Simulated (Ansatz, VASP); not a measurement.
**Cross-check of KCl (Sylvite) between VASP and Ansatz**

Wanted: the spread between two codes on one cell, functional and k mesh.

Method: plane waves, with VASP 6.6.1 beside it; single point at HSE06, in Ansatz 0.2.0.

## Step 1: Starting point

The structure is cubic, space group Fm-3m (No. 225). Conventional cell: a = 6.164 Å, b = 6.164 Å, c = 6.164 Å, α = 90.00°, β = 90.00°, γ = 90.00°. K has 6 Cl at 3.08 Å nearest. Nearest to Cl lie 6 K at 3.08 Å. Farther neighbours and most contacts between anions are not listed.

## Step 2: Ansatz: single point, HSE06

Ansatz runs on its default PAW (the set named soft_2) files.

With cell and atoms fixed, the geometry can't cause a difference; cores, projectors, grids and the points listed under the comparison can.

Input file input.yaml:

```yaml
crystal:
  lattice:
    - [0.0, 3.0822383035, 3.0822383035]
    - [3.0822383035, 0.0, 3.0822383035]
    - [3.0822383035, 3.0822383035, 0.0]
  atoms:
    - { symbol: K, position: [0.0, 0.0, 0.0] }
    - { symbol: Cl, position: [0.5, 0.5, 0.5] }
hamiltonian:
  xc: { exchange: pbe, correlation: pbe, exx: { coeff: 0.25, omega: 0.2 } }
  pseudopotentials: { kind: paw }
kpoints:
  mp_grid: { grid: [4, 4, 4] }
scf:
  occupations: { method: gaussian, width: 0.05 }
  n_extra_bands: 4
output:
  forces: true
  stress: true
  eigenvalues: true
```

Command:

```bash
$ ansatz run input.yaml --threads 4 --pin off --max-ram 9216MiB --backend cpu --events-out ev --progress --plain --runs-dir out
```

Numbers of over 12 decimals in the logs are rounded to 6 here.

Log:

```text
Warning: output.stress: scf.convergence.dr2_threshold = 1e-7 eV (the SCF's general default) is looser than the 2e-10 eV advised for a printed stress (1e-10 eV for each atom of the cell: 2). What an SCF threshold leaves in a stress goes as its square root, and in the free energy as the threshold itself, and one threshold admits the most on a small cell: [figures from the program's tests cut] Set scf.convergence.dr2_threshold to 2e-10 eV or tighter. The threshold is an SCF's pass mark: one that does not reach it within its budget of iterations ends unconverged, or closes short of it on a stop that the run arms, and scf.convergence.dr2_threshold's page says what that costs each kind of run
Warning: output.stress: scf.exx.energy_threshold = 1e-6 eV is looser than the 2e-8 eV advised for a stress under a hybrid functional (1e-8 eV for each atom of the cell: 2). Every SCF of the exchange loop can meet its threshold on dr2 while the loop round them stops early: no threshold on dr2 bounds what that leaves in the stress. Set scf.exx.energy_threshold to 2e-8 eV or tighter. The threshold is the loop's pass mark: a loop that does not reach it within its budget of cycles ends unconverged, and scf.exx.energy_threshold's page has the law
scf.n_extra_bands = 4 over 8 filled bands (N_el = 16.0): the run solves 12 bands
Engine: ansatz 0.2.0, aarch64-unknown-linux-gnu
Pseudopotentials: kind: paw
Pseudopotential: K, paw, valence charge 9, recommended cutoff 420 eV (normal), K.paw.azcp
Pseudopotential: Cl, paw, valence charge 7, recommended cutoff 420 eV (normal), Cl.paw.azcp
Functional definition: unnamed
  parameter a_1 = 0.25
  parameter omega_1 = 0.2/angstrom
  exchange = pbe_x + (-a_1)*pbe_x_sr(omega_1) + a_1*exact_x_sr(omega_1)
  correlation = pbe_c
Crystal: 2 atoms, lattice volume = 58.564 Å³
Basis set: ecut = 420 eV, 1139 PW (Γ), exchange–correlation on 60×60×60 points (8 copies of the dense FFT grid, shifted against one another)
Bands: 12, of which v1, the nominal top of the filled ones, is band 8 counted from 1 (7 counted from 0)
Symmetry: 48 space group operations
Space group: Fm-3m (ITA 225), of the structure as read, at distance tolerance 3.9e-5 Å
k-points: 8 of 64
Non-local potential: K, projectors of the file, l = 0: 3, l = 1: 2, l = 2: 2
Non-local potential: Cl, projectors of the file, l = 0: 2, l = 1: 2, l = 2: 2
PAW form: soft (Blöchl's): semilocal exchange-correlation on the pseudo side does not see the compensation charge
PAW frozen core: K, regenerated for the run's functional, and the local potential with it (the file was generated under x = pbe(κ = 0.804, μ = 0.219515), c = pbe(β = 0.066725))
PAW frozen core: Cl, regenerated for the run's functional, and the local potential with it (the file was generated under x = pbe(κ = 0.804, μ = 0.219515), c = pbe(β = 0.066725))
PAW one-centre angular grid: K, 110 points (default); XC on 64 Gauss nodes
PAW one-centre angular grid: Cl, 110 points (default); XC on 64 Gauss nodes
Initial density: superposition of atomic densities (neutral atoms: chi_scale 0, normalization atom), corrected by the library's trained network
Initial wavefunctions: pseudopotential atomic-orbital guess
Functional: x = pbe(κ = 0.804, μ = 0.219515), c = pbe(β = 0.066725), warm-up for x = pbe(κ = 0.804, μ = 0.219515) + 0.25 (exact − pbe) at short range (hse, ω = 0.2 Å⁻¹), c = pbe(β = 0.066725)
SCF iter   1: F=—  HF=-2621.185139 eV  |F-HF|=—  |Δ(HF+E_count)|=         —  Δρ=6.78e-4  dr2=3.48e-4  ethr=1.77e-3  ⟨swp⟩=2.9  Hψ=717  notcnv=0
preconditioner: auto → none  [insulator: Δε(μ)=5.397 eV  Ē_g=15.425 eV  σ=0.050 eV  W_gap=1.00  n_scr=14 (ndim 8)  ℏωp=18.2 eV  f_vac=0.073  D(μ)=0.00/eV (n_scr^D=0)]
iter 2 solved again at ethr=6.13e-8 eV; its pass at ethr=2.18e-6 eV (dr2=9.81e-6 eV) is discarded
SCF iter   2: F=-2621.185032 eV  HF=-2621.185038 eV  |F-HF|=6.23e-6  |Δ(HF+E_count)|=   1.01e-4  Δρ=1.43e-4  dr2=9.71e-6  ethr=6.13e-8  ⟨swp⟩=3.2  Hψ=445  notcnv=0  defer=2
SCF 1 stopped early in 2 iterations: F = -2621.185032 eV  dr2 = 9.71e-6
  greatest PAW one-centre occupation: 0.988 electrons in one spin orbital (limit 2), on the K atom at site 0 (counted from 0), in its partial waves of l = 0
Initial density: handed on by an earlier stage of this run
Initial wavefunctions: those handed on with the density
Functional: x = pbe(κ = 0.804, μ = 0.219515) + 0.25 (exact − pbe) at short range (hse, ω = 0.2 Å⁻¹), c = pbe(β = 0.066725)
Exchange kernel: α = 0.2500, screened, ω = 0.2000 Å⁻¹, Wigner–Seitz truncation, v(0) = 1115.6678 eV·Å³, q-mesh 4×4×4, nearest image of the exchange supercell L = 17.44 Å, pair-density grid 18×18×18, without the augmentation charges, whose exchange is taken in its separable form by FFT convolution over the k-point mesh (sized by the pseudopotential files, 24×24×24 at the most), smooth part of the exact exchange by density-matrix convolution
Frozen-core exchange: fock
SCF iter   1: F=—  HF=-2622.866633 eV  |F-HF|=—  |Δ(HF+E_count)|=         —  Δρ=2.64e-3  dr2=2.95e-3  ethr=6.07e-7  ⟨swp⟩=10.6  Hψ=567  notcnv=0
preconditioner: auto → none  [insulator: Δε(μ)=6.762 eV  Ē_g=17.465 eV  σ=0.050 eV  W_gap=1.00  n_scr=14 (ndim 8)  ℏωp=18.2 eV  f_vac=0.073  D(μ)=0.00/eV (n_scr^D=0)]
SCF iter   2: F=—  HF=-2622.865787 eV  |F-HF|=—  |Δ(HF+E_count)|=   8.46e-4  Δρ=1.22e-3  dr2=5.74e-4  ethr=6.07e-7  ⟨swp⟩=3.8  Hψ=234  notcnv=0
SCF iter   3: F=—  HF=-2622.867335 eV  |F-HF|=—  |Δ(HF+E_count)|=   1.55e-3  Δρ=3.61e-4  dr2=1.08e-4  ethr=6.07e-7  ⟨swp⟩=4.1  Hψ=258  notcnv=0
SCF iter   4: F=-2622.867305 eV  HF=-2622.867304 eV  |F-HF|=4.35e-7  |Δ(HF+E_count)|=   3.12e-5  Δρ=4.37e-5  dr2=1.64e-6  ethr=6.07e-7  ⟨swp⟩=3.0  Hψ=185  notcnv=0
SCF 2 stopped early in 4 iterations: F = -2622.867305 eV  dr2 = 1.64e-6
  greatest PAW one-centre occupation: 0.989 electrons in one spin orbital (limit 2), on the K atom at site 0 (counted from 0), in its partial waves of l = 0
hybrid outer 1: dexx = +1.792e-3 eV, tail = 6.81e-6 eV
Exchange kernel: α = 0.2500, screened, ω = 0.2000 Å⁻¹, Wigner–Seitz truncation, v(0) = 1115.6678 eV·Å³, q-mesh 4×4×4, nearest image of the exchange supercell L = 17.44 Å, pair-density grid 18×18×18, without the augmentation charges, whose exchange is taken in its separable form by FFT convolution over the k-point mesh (sized by the pseudopotential files, 24×24×24 at the most), smooth part of the exact exchange by density-matrix convolution
Frozen-core exchange: fock
SCF iter   1: F=—  HF=-2622.867333 eV  |F-HF|=—  |Δ(HF+E_count)|=         —  Δρ=3.77e-5  dr2=7.10e-7  ethr=2.13e-7  ⟨swp⟩=6.6  Hψ=310  notcnv=0
preconditioner: auto → none  [insulator: Δε(μ)=6.761 eV  Ē_g=17.473 eV  σ=0.050 eV  W_gap=1.00  n_scr=14 (ndim 8)  ℏωp=18.2 eV  f_vac=0.077  D(μ)=0.00/eV (n_scr^D=0)]
SCF iter   2: F=—  HF=-2622.867333 eV  |F-HF|=—  |Δ(HF+E_count)|=   1.25e-7  Δρ=1.25e-5  dr2=4.05e-8  ethr=4.29e-9  ⟨swp⟩=3.1  Hψ=188  notcnv=0
SCF iter   3: F=-2622.867333 eV  HF=-2622.867333 eV  |F-HF|=7.63e-9  |Δ(HF+E_count)|=   1.97e-7  Δρ=3.58e-6  dr2=1.07e-8  ethr=1.50e-10  ⟨swp⟩=4.9  Hψ=313  notcnv=0  defer=3
SCF 3 converged in 3 iterations: F = -2622.867333 eV  dr2 = 1.07e-8
  Residual-converged pass: ⟨swp⟩=3.0  Hψ=172  notcnv=0  max |occ|·‖R‖ = 2.3e-6 eV (tolerance 2.4e-6 eV)  dr2=1.07e-8  dr2_onsite=3.25e-10  max |Δocc| = 0.0e0
hybrid outer 2: dexx = +2.633e-7 eV, tail = 2.44e-8 eV, Δε = 1.25e-3 eV (about 7.91e-5 eV left of the loop's levels)
hybrid SCF converged: 2 outer / 7 inner (+2 warm-up), last move |dexx| = 2.63e-7 eV, tail = 2.44e-8 eV
Stability not checked: this state was not tested for a lower state beside it, because the functional holds exact exchange (a hybrid, or Hartree-Fock), whose exchange loop this test does not read (fock_operator; see scf.lower_state_search)
Free energy (F): -2622.867333 eV
Frozen-core exchange: fock
Harris-Foulkes:  -2622.867333 eV  (|F-HF|=7.63e-9)
Internal energy: -2622.867333 eV  (E = F + TS)
E sigma→0 (E₀):  -2622.867333 eV
Fermi energy:    3.660345 eV
--- Per-component energies (eV) ---
  E_band       = -150.626660
  E_kinetic    = 417.107808
  E_local      = -808.182027  (includes V_loc(G=0)·N_el)
  E_nonlocal   = 41.005524
  E_hartree    = 270.413088
  E_xc         = -194.706322
  E_vxc        = -229.028312  (∫ρ·V_xc dr)
  E_exx        = -39.796637  (= α·E_x^exact, valence–valence)
  E_paw        = -1451.951225  (= ΣΔE_a)
  E_vpaw       = -32.760232  (= ΣTr[D̂ρ^β])
  E_aug_tail   = 0.000087  (compensation charges beyond the density's cutoff)
  E_ewald      = -856.505251
  E_core_change = -0.252376  (= ΣΔE_core)
  E_smearing   = -0.000000  (= −TS)
  E_closure    = -0.000000  (closes the sum)
  Σ components = -2622.867333   (vs F -2622.867333, Δ=0.00e0)
--- Forces (eV/Å), atoms counted from 1 ---
  atom   1  K     -0.00000000    -0.00000000    -0.00000000
  atom   2  Cl     0.00000000    -0.00000000    -0.00000000
  max |Σ_I F_I| component: 1.01e-29 eV/Å
--- Stress (GPa, compression-positive) ---
        1.845000       0.000000      -0.000000
        0.000000       1.845000      -0.000000
        0.000000       0.000000       1.845000
  P = ⅓ Tr σ = 1.8450 GPa (18.450 kbar)
--- Band table (eV; the first three rows and the last of 8) ---
  k-point 0: bands = [... 4 lower, -10.9160, 0.2799, 0.2799, 0.2799, 7.0403, 10.2523, 10.2523, 10.2523]
  k-point 1: bands = [... 4 lower, -10.7787, -0.3895, 0.0761, 0.0761, 8.3762, 10.0143, 11.1015, 11.1015]
  k-point 2: bands = [... 4 lower, -10.6490, -0.9401, -0.1142, -0.1142, 9.3974, 10.6831, 12.8387, 12.8387]
  k-point 7: bands = [... 4 lower, -10.8174, -0.2957, -0.2552, -0.2552, 9.8676, 9.8676, 11.5744, 12.1914]
```

It took 4.7 s on 4 threads of Arm Neoverse V1, shared host; peak memory 0.61 GiB.

Reading the cycles: dr2 is the Hartree energy of the density residual (eV), the measure of convergence; HF is the Harris–Foulkes estimate of the energy, which meets the free energy F at convergence.

The run ends at a pressure of 1.85 GPa.

## Step 3: VASP: single point, HSE06

The same cell, functional, mesh and smearing now go to VASP, with its own data sets and cutoff.

Lines of VASP's logs that name or quote its potential files are left out, and so is its time.

The run reads the wave functions of an earlier VASP run, which isn't shown here.

Input file INCAR:

```
SYSTEM = KCl
PREC = Accurate
ENCUT = 360
EDIFF = 1E-06
NELM = 100
ISMEAR = 0
SIGMA = 0.05
LREAL = .FALSE.
ALGO = Normal
LHFCALC = .TRUE.
AEXX = 0.25
GGA = PE
HFSCREEN = 0.2
LASPH = .TRUE.
NBANDS = 14
PRECFOCK = Fast
LWAVE = .FALSE.
LCHARG = .FALSE.
KPAR = 8
```

Input file POSCAR:

```
KCl
1.0
    0.0000000000      3.0822383035      3.0822383035
    3.0822383035      0.0000000000      3.0822383035
    3.0822383035      3.0822383035      0.0000000000
K Cl
1 1
Direct
    0.0000000000      0.0000000000      0.0000000000
    0.5000000000      0.5000000000      0.5000000000
```

Input file KPOINTS:

```
Automatic mesh
0
Gamma
4 4 4
0 0 0
```

The projector-augmented-wave data sets are K_sv_GW and Cl_GW (PBE family, release 64).

Command:

```bash
$ mpirun -np 8 vasp_std
```

Log:

```text
[banner, memory and clock lines left out]
running    8 mpi-ranks, on    1 nodes
 distrk:  each k-point on    1 cores,    8 groups
 distr:  one band on    1 cores,    1 groups

 POSCAR found type information on POSCAR K Cl
 POSCAR found :  2 types and       2 ions
|                                                                             |
|           W    W    AA    RRRRR   N    N  II  N    N   GGGG   !!!           |
|           W    W   A  A   R    R  NN   N  II  NN   N  G    G  !!!           |
|           W    W  A    A  R    R  N N  N  II  N N  N  G       !!!           |
|           W WW W  AAAAAA  RRRRR   N  N N  II  N  N N  G  GGG   !            |
|           WW  WW  A    A  R   R   N   NN  II  N   NN  G    G                |
|           W    W  A    A  R    R  N    N  II  N    N   GGGG   !!!           |
|                                                                             |
|     For optimal performance we recommend to set                             |
|       NCORE = 2 up to number-of-cores-per-socket                            |
|     NCORE specifies how many cores store one orbital (NPAR=cpu/NCORE).      |
|     This setting can greatly improve the performance of VASP for DFT.       |
|     The default, NCORE=1 might be grossly inefficient on modern             |
|     multi-core architectures or massively parallel machines. Do your        |
|     Unfortunately you need to use the default for GW and RPA                |
|     calculations (for HF NCORE is supported but not extensively tested      |
|     yet).                                                                   |
|                                                                             |

 LDA part: xc-table for (Slater+PW92), standard interpolation
 found WAVECAR, reading the header
 POSCAR, INCAR and KPOINTS ok, starting setup
 FFT: planning ... GRIDC
 FFT: planning ... GRID_SOFT
 FFT: planning ... GRID
 reading WAVECAR
 the WAVECAR file was read successfully
 initial charge from wavefunction
 entering main loop
       N       E                     dE             d eps       ncg     rms          rms(c)
DAV:   1    -0.103401382870E+02   -0.10340E+02   -0.10948E-01   332   0.423E+00    0.546E-01
DAV:   2    -0.103412617796E+02   -0.11235E-02   -0.26825E-03   350   0.417E-01    0.367E-01
DAV:   3    -0.103410412102E+02    0.22057E-03   -0.19707E-04   316   0.129E-01    0.208E-01
DAV:   4    -0.103409805779E+02    0.60632E-04   -0.61000E-05   350   0.736E-02    0.125E-01
DAV:   5    -0.103409612285E+02    0.19349E-04   -0.92945E-06   320   0.284E-02    0.733E-02
DAV:   6    -0.103409544490E+02    0.67795E-05   -0.33456E-06   296   0.169E-02    0.428E-02
DAV:   7    -0.103409522363E+02    0.22127E-05   -0.12139E-06   208   0.102E-02    0.253E-02
DAV:   8    -0.103409515290E+02    0.70727E-06   -0.64224E-07   190   0.953E-03
   1 F= -.10340952E+02 E0= -.10340952E+02  d E =-.396778E-12
```

Parts of OUTCAR (step 3):

```text
ion  position               nearest neighbor table
   1  0.000  0.000  0.000-
   2  0.500  0.500  0.500-

  LATTYP: Found a face centered cubic cell.
 ALAT       =     6.1644766070

 Subroutine GETGRP returns: Found 48 space group operations
 (whereof 48 operations were pure point group operations)

The static configuration has the point symmetry O_h .

 Found      8 irreducible k-points:

   k-points           NKPTS =      8   k-points in BZ     NKDIM =     64   number of bands    NBANDS=     14

   dimension x,y,z NGX =    28 NGY =   28 NGZ =   28
   dimension x,y,z NGXF=    56 NGYF=   56 NGZF=   56

   ENCUT  =  360.0 eV  26.46 Ry    5.14 a.u.   6.74  6.74  6.74*2*pi/ulx,y,z

   NELECT =      16.0000    total number of electrons

 k-points in reciprocal lattice and weights: Automatic mesh
   0.00000000  0.00000000  0.00000000       0.016
   0.25000000  0.00000000  0.00000000       0.125
   0.50000000  0.00000000  0.00000000       0.062
   0.25000000  0.25000000  0.00000000       0.094
   0.50000000  0.25000000  0.00000000       0.375
  -0.25000000  0.25000000  0.00000000       0.188
   0.50000000  0.50000000  0.00000000       0.047
  -0.25000000  0.50000000  0.25000000       0.094

  exchange ACFDT corr.  =         0.00000000  see jH, gK, PRB 81, 115126

 average (electrostatic) potential at core
       1 -75.8891       2 -79.1776

 E-fermi :  -1.0796

 k-point     1 :       0.0000    0.0000    0.0000
  band No.  band energies     occupation
    ...
      4     -12.5188      2.00000
      5     -12.5187      2.00000
      6      -1.3137      2.00000
      7      -1.3137      2.00000
      8      -1.3137      2.00000
      9       5.4480      0.00000
     10       8.6655      0.00000
     11       8.6655      0.00000
     12       8.6655      0.00000
     13       9.6999      0.00000
    ...

 k-point     2 :       0.2500    0.0000    0.0000
  band No.  band energies     occupation
    ...
      4     -12.5227      2.00000
      5     -12.3819      2.00000
      6      -1.9824      2.00000
      7      -1.5170      2.00000
      8      -1.5170      2.00000
      9       6.7804      0.00000
     10       8.4258      0.00000
     11       9.5145      0.00000
     12       9.5145      0.00000
     13      10.6164      0.00000
    ...

 k-point     3 :       0.5000    0.0000    0.0000
  band No.  band energies     occupation
    ...
      4     -12.5264      2.00000
      5     -12.2527      2.00000
      6      -2.5324      2.00000
      7      -1.7069      2.00000
      8      -1.7069      2.00000
      9       7.7971      0.00000
     10       9.0914      0.00000
     11      11.2481      0.00000
     12      11.2481      0.00000
     13      11.7962      0.00000
    ...

  energy-cutoff  :      360.00
  volume of cell :       58.56
      direct lattice vectors                 reciprocal lattice vectors
     0.000000000  3.082238304  3.082238304    -0.162219774  0.162219774  0.162219774
     3.082238304  0.000000000  3.082238304     0.162219774 -0.162219774  0.162219774
     3.082238304  3.082238304  0.000000000     0.162219774  0.162219774 -0.162219774

 POSITION                                       TOTAL-FORCE (eV/Angst)
 -----------------------------------------------------------------------------------
      0.00000      0.00000      0.00000        -0.000000     -0.000000     -0.000000
      3.08224      3.08224      3.08224         0.000000      0.000000      0.000000
 -----------------------------------------------------------------------------------
    total drift:                               -0.000002     -0.000002     -0.000008

  FREE ENERGIE OF THE ION-ELECTRON SYSTEM (eV)
  ---------------------------------------------------
  free  energy   TOTEN  =       -10.3409515290 eV

  energy  without entropy=      -10.3409515290  energy(sigma->0) =      -10.34095153

[... 3 further parts left out ...]
```

The k-mesh is coarse for exact exchange; levels may shift by about 0.1 eV on a finer one.

## Step 4: Differences

Known differences besides the potentials themselves: exact exchange at q = 0 is treated differently, which shows on coarse meshes; VASP keeps PBE cores, Ansatz makes them for the functional; the cutoff is 420 eV in Ansatz and 360 eV in VASP; VASP takes a coarser grid for exact exchange (PRECFOCK = Fast). Total energies have different zeros and are not compared.

Both answers:

| quantity | Ansatz | VASP | difference |
| --- | --- | --- | --- |
| gap on the k mesh (eV) | 6.760 | 6.762 | -0.001 |

A gap on the mesh is an upper bound, since the band edges may lie between its points.

## Step 5: Summary of results

```json
{
  "difference in gap on the k mesh (single point, HSE06)": "-0.0013 eV"
}
```

The difference in gap on the k mesh is -0.0013 eV (single point, HSE06), within the 0.08 eV picked in this series as the mark of a large difference. How closely two codes agree says nothing of how well the functional describes the real material.

[Lines on the potential files, build, host, timing and source positions are cut from VASP's logs without a mark.]

[Logs are printed without paths, hosts, clocks, repeated set-up lines and the standing remarks that a program may print on its own settings, such as how far it seeks lower states.]

[Hosts, paths, dates, database ids (printed as entryN), source tags and the programs' standing remarks are cut or masked in the printed files.]
